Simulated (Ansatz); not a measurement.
**MgF2: the band gap up the ladder of functionals**

The task here is to estimate one member of a computed series from the others.

The runs shown are made with Ansatz 0.2.0. PAW datasets, plane waves. Spin-unpolarised throughout; all numbers are computed.

## Starting point

The cell was relaxed beforehand with r2SCAN.

The symmetry is P4_2/mnm (No. 136, tetragonal); conventional cell a = 4.622 Å, c = 3.046 Å, 10.85 Å³ an atom. Mg has 6 F at 1.98–1.99 Å; F has 3 Mg at 1.98–1.99 Å.

Structure file:

```cif
data_structure
_symmetry_space_group_name_H-M 'P4_2/mnm'
_symmetry_Int_Tables_number 136
_cell_length_a 4.6220
_cell_length_b 4.6220
_cell_length_c 3.0461
_cell_angle_alpha 90.000
_cell_angle_beta 90.000
_cell_angle_gamma 90.000
_cell_volume 65.07
loop_
_atom_site_label
_atom_site_type_symbol
_atom_site_symmetry_multiplicity
_atom_site_Wyckoff_symbol
_atom_site_fract_x
_atom_site_fract_y
_atom_site_fract_z
_atom_site_occupancy
Mg1 Mg 2 a 0.00000 0.00000 0.00000 1
F1 F 4 f 0.30295 0.30295 0.00000 1
```

Set-up of the first run:

The input, input.yaml:

```yaml
crystal:
  lattice:
    - [4.6220159946, 0.0, 0.0]
    - [0.0, 4.6220159946, 0.0]
    - [0.0, 0.0, 3.0461117595]
  atoms:
    - { symbol: Mg, position: [0.0, 0.0, 0.0] }
    - { symbol: Mg, position: [0.5, 0.5, 0.5] }
    - { symbol: F, position: [0.3029505751, 0.3029505751, 0.0] }
    - { symbol: F, position: [0.1970494249, 0.8029505751, 0.5] }
    - { symbol: F, position: [0.8029505751, 0.1970494249, 0.5] }
    - { symbol: F, position: [0.6970494249, 0.6970494249, 0.0] }
kpoints:
  mp_grid: { grid: [6, 6, 8] }
  band_path:
    path:
      - [[0.0, 0.0, 0.0], [-7.081650578429e-53, 0.5, 0.0], [0.5, 0.5, 0.0], [0.0, 0.0, 0.0], [0.0, 0.0, 0.5], [-7.081650578429e-53, 0.5, 0.5], [0.5, 0.5, 0.5], [0.0, 0.0, 0.5]]
      - [[-7.081650578429e-53, 0.5, 0.0], [-7.081650578429e-53, 0.5, 0.5]]
      - [[0.5, 0.5, 0.0], [0.5, 0.5, 0.5]]
    npoints: 10
hamiltonian:
  xc: pbe
scf:
  occupations: { method: fermi_dirac, width: 0.02 }
  n_extra_bands: 5
output:
  forces: true
  stress: true
  eigenvalues: true
```

Launch:

```bash
> ansatz run input.yaml --threads 2 --pin off --max-ram 20275MiB --backend cpu --events-out ev --progress --plain --runs-dir out
```

Among the steps run: PBE band path; r2SCAN; HSE06; Single point with PBE0.

One table of the session follows, with a row left open; its other results are not shown here.

| level | gap (eV) |
| --- | --- |
| PBE | 7.16 |
| r2SCAN | 8.07 |
| HSE06 | 9.47 |
| PBE0 | ? |

Q: Estimate the row for PBE0 from the others.

The run gave: gap (eV): 10.24. In the column «gap (eV)» it is the highest.

Meshes: PBE 6×6×8, r2SCAN 6×6×8, HSE06 4×4×6, PBE0 4×4×6

Against HSE06, PBE is short by 2.31 eV, at 76 % of it, and r2SCAN 85 %. PBE0 lies 0.77 eV above HSE06, which differs from it by screening the long-range exchange.

To keep in mind: Warnings in the runs' records: stress exchange threshold loose, stress scf threshold loose.
